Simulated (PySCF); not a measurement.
The system is BP.

```
CELL_PARAMETERS angstrom
0.00000 2.26900 2.26900
2.26900 0.00000 2.26900
2.26900 2.26900 0.00000
ATOMIC_POSITIONS crystal
P 0.75000 0.75000 0.75000
B 0.00000 0.00000 0.00000
```

Base run:

| Item | Value |
| --- | --- |
| Program | PySCF 2.14.0 |
| Functional | PBEsol |
| Potentials or basis | DZVP-MOLOPT-SR/GTH-PBE (potentials made for PBE) |
| k mesh | 10 × 10 × 10 |
| Occupations | fermi-dirac, width 0.05 eV |
| Spin | no spin polarisation |

Its results: band gap on the k mesh 1.16 eV, indirect (least direct gap 3.38 eV).

**Question.** The run is repeated on the same cell with these changes: functional from PBEsol to PBE. What comes out?

**Answer.** Band gap on the k mesh 1.31 eV, indirect (least direct gap 3.44 eV).

Caveats: the basis of atomic orbitals isn't converged, which shifts pressures, moduli and gaps.

A k mesh can miss the band edges.

Not every run made on this cell is shown here.
